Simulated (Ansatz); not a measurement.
All numbers below come from DFT PBE, scalar-relativistic, plane waves, PAW in Ansatz. All cells share a 420 eV cutoff and Γ-centred k meshes spaced at most about 0.3 Å⁻¹ (2π included). No spin polarisation.

These are static total energies at zero pressure.

Two forms of Al3InAs4 were relaxed alike.

A.

```
Al In As
1.0
     4.12522    0.00000    0.00000
     0.00000    4.12522    0.00000
     0.00000    0.00000   11.69310
Al In As
3 1 4
Direct
  0.00000 0.00000 0.74083
  0.50000 0.50000 0.50000
  0.00000 0.00000 0.25917
  0.50000 0.50000 0.00000
  0.50000 0.00000 0.62038
  0.00000 0.50000 0.37962
  0.50000 0.00000 0.14072
  0.00000 0.50000 0.85928
```

B.

```
Al In As
1.0
     4.12361    0.00000    0.00000
     0.00000    8.25455    0.00000
     0.00000    0.00000    5.83735
Al In As
3 1 4
Direct
  0.00000 0.74218 0.00009
  0.00000 0.25782 0.00009
  0.50000 0.50000 0.50101
  0.50000 0.00000 0.50023
  0.50000 0.73645 0.76078
  0.00000 0.00000 0.21901
  0.50000 0.26355 0.76078
  0.00000 0.50000 0.25801
```

**Question.** Which arrangement of the elements on these sites is preferred, and by what margin?

**Answer.** B is lower, by 3 meV/atom. The two share one framework of sites and differ in which element sits where. A has Al and In ordered on zinc blende sites, space group P-4m2 (No. 115), 24.9 Å³/atom and a gap of 1.03 eV on its mesh; B has Al and In ordered on zinc blende sites, space group Pmm2 (No. 25), 24.8 Å³/atom and a gap of 1.03 eV. Counting As atoms around Al and In (those within 1.25 times the shortest such distance or 1.15 times the sum of covalent radii), A and B both have Al 4, In 4. In A, around Al on a site of symmetry 2mm lie 4 As at 2.48–2.50 Å; around In lie 4 As at 2.64 Å; As on its first site is surrounded by 4 Al at 2.50 Å; 2 more sites not described. In B, around Al on a site of symmetry m lie 4 As at 2.48–2.50 Å; In is surrounded by 4 As at 2.64–2.65 Å; As on a site of symmetry m is surrounded by 3 Al at 2.47–2.49 Å and 1 In at 2.65 Å; 3 more sites not described. Both come from invented guesses. The lowest form computed isn't among them: it has Al and In ordered on zinc blende sites, space group I-42m (No. 121), 24.8 Å³/atom and lies 4 meV/atom below the best shown.

Kohn–Sham gaps at this level usually fall short of measured ones. Cells relaxed within their symmetry can be saddle points.
